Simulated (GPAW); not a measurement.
# Ru (P6_3/mmc) in GPAW: settings compared, part 3 of 3

GPAW 26.7.0. Earlier steps stand in the parts before.

### Step 5. Single point, PBE

run.py

```python
from ase import Atoms
from ase.dft.bandgap import bandgap
from ase.io import write
from ase.units import GPa
from gpaw import GPAW, PW

atoms = Atoms(['Ru', 'Ru'],
              cell=[[2.7058, 0.0, 0.0],
                    [-1.3529, 2.3432915376, 0.0],
                    [0.0, 0.0, 4.2819]],
              scaled_positions=[[0.6666666667, 0.3333333333, 0.75],
                                [0.3333333333, 0.6666666667, 0.25]],
              pbc=True)

calc = GPAW(mode=PW(600),
            xc='PBE',
            kpts={'size': (3, 3, 2), 'gamma': True},
            occupations={'name': 'fermi-dirac', 'width': 0.05},
            nbands=29,
            convergence={'density': 1e-05, 'energy': 1e-05},
            maxiter=50,
            txt='gpaw.txt')
atoms.calc = calc
energy = atoms.get_potential_energy()
forces = atoms.get_forces()
stress = atoms.get_stress()
calc.write('gs.gpw')
write('result.traj', atoms)
print(f'Energy: {energy:.6f} eV')
print('Forces (eV/A):')
print(forces.round(4))
print('Stress (GPa):', (stress / GPa).round(3))
print('Fermi level:', round(calc.get_fermi_level(), 4), 'eV')
print(f'Gap: {bandgap(calc)[0]:.4f} eV, direct: {bandgap(calc, direct=True)[0]:.4f} eV')
```

Potentials or basis: GPAW PAW data sets (gpaw-data 1.2.1), pw.

On the command line:

```
$ OMP_NUM_THREADS=1 python run.py
```

gpaw.txt:

```text
__  _  _
 | _ |_)|_||  |
 |__||  | ||/\| - 26.7.0

Input parameters:
  mode=PW(ecut=600.0),
  convergence={'density': 1e-05, 'energy': 1e-05},
  kpts=MonkhorstPack(size=(3, 3, 2), gamma=True),
  maxiter=50,
  nbands=29,
  occupations=Occupations(name='fermi-dirac', width=0.05),
  xc=XC(name='PBE')

Diagonalizing LCAO Hamiltonian
Converting LCAO to pw mode

          Ru

        Ru

Atoms  # Å, Bohr magnetons
|   | symbol |         x |        y |        z |    initial magnetic moments |
|---|--------|-----------|----------|----------|-----------------------------|
| 0 |     Ru |  1.352900 | 0.781097 | 3.211425 | ( 0.0000,  0.0000,  0.0000) |
| 1 |     Ru | -0.000000 | 1.562194 | 1.070475 | ( 0.0000,  0.0000,  0.0000) |

Unit cell  # Å
| periodic |         x |        y |        z |  lengths |     angles |
|----------|-----------|----------|----------|----------|------------|
|      yes |  2.705800 | 0.000000 | 0.000000 | 2.705800 |  90.000000 |
|      yes | -1.352900 | 2.343292 | 0.000000 | 2.705800 |  90.000000 |
|      yes |  0.000000 | 0.000000 | 4.281900 | 4.281900 | 120.000000 |

Number of symmetries: 12
Symmetry operations  # r_c * U_cc + t_c -> r_c
|    | kind |            matrix            |
|----|------|------------------------------|
|  0 |  σ   |  1, 1, 0,  0,-1, 0,  0, 0, 1 |
|  1 |  S6  |  1, 1, 0, -1, 0, 0,  0, 0,-1 |
|  2 |  E   |  1, 0, 0,  0, 1, 0,  0, 0, 1 |
|  3 |  C2  |  1, 0, 0, -1,-1, 0,  0, 0,-1 |
|  4 |  C2  |  0, 1, 0,  1, 0, 0,  0, 0,-1 |
|  5 |  C3  |  0, 1, 0, -1,-1, 0,  0, 0, 1 |
|  6 |  S6  |  0,-1, 0,  1, 1, 0,  0, 0,-1 |
|  7 |  σ   |  0,-1, 0, -1, 0, 0,  0, 0, 1 |
|  8 |  σ   | -1, 0, 0,  1, 1, 0,  0, 0, 1 |
|  9 |  i   | -1, 0, 0,  0,-1, 0,  0, 0,-1 |
| 10 |  C3  | -1,-1, 0,  1, 0, 0,  0, 0, 1 |
| 11 |  C2  | -1,-1, 0,  0, 1, 0,  0, 0,-1 |

BZ-sampling:
  Number of BZ points: 18
  Number of IBZ points: 6

  Monkhorst-Pack size: [3, 3, 2]
  Monkhorst-Pack shift: [0.0, 0.0, 0.25]

K-points  # in reciprocal-cell coordinates
|   |                                coordinates |     weight |
|---|--------------------------------------------|------------|
| 0 | (  0.00000000,   0.00000000,   0.00000000) | 0.05555556 |
| 1 | (  0.00000000,   0.00000000,   0.50000000) | 0.05555556 |
| 2 | (  0.33333333,   0.00000000,   0.00000000) | 0.33333333 |
| 3 | (  0.33333333,   0.00000000,   0.50000000) | 0.33333333 |
| 4 | (  0.33333333,   0.33333333,   0.00000000) | 0.11111111 |
| 5 | (  0.33333333,   0.33333333,   0.50000000) | 0.11111111 |

Plane wave coefficients: 929
Cutoff: 600.0 eV

Spin-components: 1 (collinear spins)
Bands:           29
Projectors:      12
Spin-degeneracy: 2
Datatype:        complex128

Parallelization:
  kpt:    1
  domain: 1
  band:   1

Density:
  Valence electrons: 32.0
  Components: 1
  Grid points: [16 16 25]
  Charge: 0.0  # |e|

Potential:
  Grid points: [16 16 25]

species:
  Ru:
    name:    Ruthenium
    Z:       44.0
    valence: 16
    core:    28
    charge:  0.0  # [|e|]
    compensation charges:
      type: gauss
      rc: 0.39  # [Å]
      lmax: 2
    cutoffs:
      filter: 2.16  # [Å]
      core: 1.30  # [Å]
    projectors
    | kind |    occ | energy [eV] | rcut [Å] |
    |------|--------|-------------|----------|
    |   4s |  2.000 |     -76.316 |    1.281 |
    |   5s |  1.000 |      -4.236 |    1.281 |
    |   4p |  6.000 |     -46.423 |    1.286 |
    |   5p |  0.000 |      -0.913 |    1.286 |
    |   4d |  7.000 |      -5.203 |    1.254 |
    |    d |        |      22.008 |    1.254 |

    Using partial waves for Ru as LCAO basis

Reference energy: -246490.249966  # eV

eigensolver:
  PPCG
  Converge bands: occupied
  niter=2

density mixing:
  MSR1-Mixer
  Pratt-step length: 0.05
  Maximum mixing coefficient: 0.75
  Old densities: 10
  SVD Regularization: 0.005
  Good broyden scale: 1.0
  Trust region scale: 1.0
  Backstep threshold: 4.0
  History deletion threshold: 6.0
  Fourier metric: weight=20.0, sigma=0.015

occupation numbers:
  Fermi-Dirac:
    width: 0.0500  # eV

poisson solver:
  ecut: 4800.0  # eV

xc functional:
  name: PBE with 2 nearest neighbor stencil

convergence criteria:
- Maximum integral of absolute [dens]ity change: 1e-05 electrons / valence electron
- Maximum [total energy] change in last 3 cyles: 1e-05 eV / valence electron
- Maximum integral of absolute [eigenst]ate change: 4e-08 eV^2 / valence electron
maximum number of iterations: 50

SCF iterations
|iter     | |      energy | eigst |  dens |
|---------|-|-------------|-------|-------|
|iter:   1| |  -19.661115 | +0.18 |       |
|iter:   2| |  -19.305570 | -2.66 | -1.06 |
|iter:   3| |  -18.028299 | -1.63 | -1.10 |
|iter:   4| |  -18.022324 | -3.63 | -2.11 |
|iter:   5| |  -18.020931 | -3.93 | -2.35 |
|iter:   6| |  -18.020952 | -6.19 | -3.54 |
|iter:   7| |  -18.020957c| -6.89 | -3.90 |
|iter:   8| |  -18.020957c| -8.20c| -4.56 |
|iter:   9| |  -18.020957c| -8.36c| -5.11c|

Converged in 9 steps
Energy contributions relative to reference atoms: (reference = -246490.249966)

Energy contributions:
  Kinetic:           0.573230
  Coulomb:          -6.826781
  Zero:             -0.356964
  External:          0.000000
  Xc:              -11.400703
  Entropy:          -0.019475
  Spinorbit:         0.000000
  ----------------------------
  Free energy:     -18.030694
  Extrapolated:    -18.020957

dipole moment: (0.000000, 0.000000, 0.000001)  # |e|*Ang

Fermi level: 13.896
Eigenvalues  # (at kpt = [0.000, 0.000, 0.000])
| band index |      eig [eV] | occ [0-2] |
|------------|---------------|-----------|
|          0 |       -59.682 |     2.000 |
|        ... |               |           |
|          9 |         7.277 |     2.000 |
|         10 |        10.871 |     2.000 |
|         11 |        10.871 |     2.000 |
|         12 |        11.007 |     2.000 |
|         13 |        11.548 |     2.000 |
|         14 |        11.548 |     2.000 |
[... 8 lines left out ...]
|         23 |        31.973 |     0.000 |
|         24 |        36.802 |     0.000 |
|        ... |               |           |
|         28 |        38.479 |     0.000 |

No gap
No difference between direct/indirect transitions

Forces  # eV/Ang
|        x |        y |        z |
|----------|----------|----------|
| -0.00000 | -0.00000 |  0.00011 |  # Ru   0
|  0.00000 |  0.00000 | -0.00011 |  # Ru   1

Stress tensor  # eV/Ang^3
|         x |         y |        z |
|-----------|-----------|----------|
| -0.188686 | -0.000000 | 0.000000 |
|  0.000000 | -0.188686 | 0.000000 |
|  0.000000 |  0.000000 | 0.146700 |

# Writing to gs.gpw (mode='')
```

It took 4.5 s on 1 thread of Intel Xeon Platinum 8488C (Sapphire Rapids), shared host; peak memory 0.14 GiB.

The run converged, but some of its settings lie outside the range that counts as converged, so its numbers aren't taken as properties of the crystal.

What came out:

| Item | Value |
| --- | --- |
| Free energy | -18.0307 eV |
| Pressure | 12.3 GPa |
| Band gap on the k mesh | none (metal or under the smearing width) |

Caveat: the k mesh is coarse (spacing up to 0.89 Å⁻¹), so the values aren't converged.

### Step 6. The reference run

An earlier run on the cell as given: functional PBEsol; potentials or basis PAW data sets generated in the run's folder for this functional; cutoff 600 eV; basis pw; k mesh 11 × 11 × 6; occupations fermi-dirac, width 0.05 eV; no spin polarisation.

* Pressure: -7.0 GPa
* Band gap on the k mesh: none (metal or under the smearing width)

### Step 7. Summary

```csv
task,level,potentials or basis,cell,k mesh,optimizer,fmax,max steps,target pressure,gap on the mesh (eV),pressure (GPa),relaxed volume (Å³/atom)
relaxation of cell and atoms,PBEsol,"PAW data sets generated in the run's folder for this functional, pw",relaxed to 30 GPa,8 × 8 × 5,BFGS,0.02 eV/Å,60,30 GPa,none,30.0,-
relaxation of cell and atoms,M06-L,"GPAW PAW data sets (gpaw-data 1.2.1), pw",relaxed,8 × 8 × 5,LBFGS,0.02 eV/Å,60,-,none,0.0,13.20
relaxation of cell and atoms,PBEint,"PAW data sets generated in the run's folder for this functional, pw",relaxed,8 × 8 × 5,BFGS,0.05 eV/Å,60,-,none,0.1,13.35
single point,PBEsol,"PAW data sets generated in the run's folder for this functional, pw",as given,11 × 11 × 6,-,-,-,-,none,-7.0,-
```

Alike in all rows: no spin polarisation; cutoff (eV) 600; smearing fermi-dirac 0.05 eV.

Caveats: later steps reuse the first step's grids (some runs); the PAW data sets were made with another functional, which shifts forces and pressure a little (some runs).

Absolute energies hang on the potentials; compare differences alone.
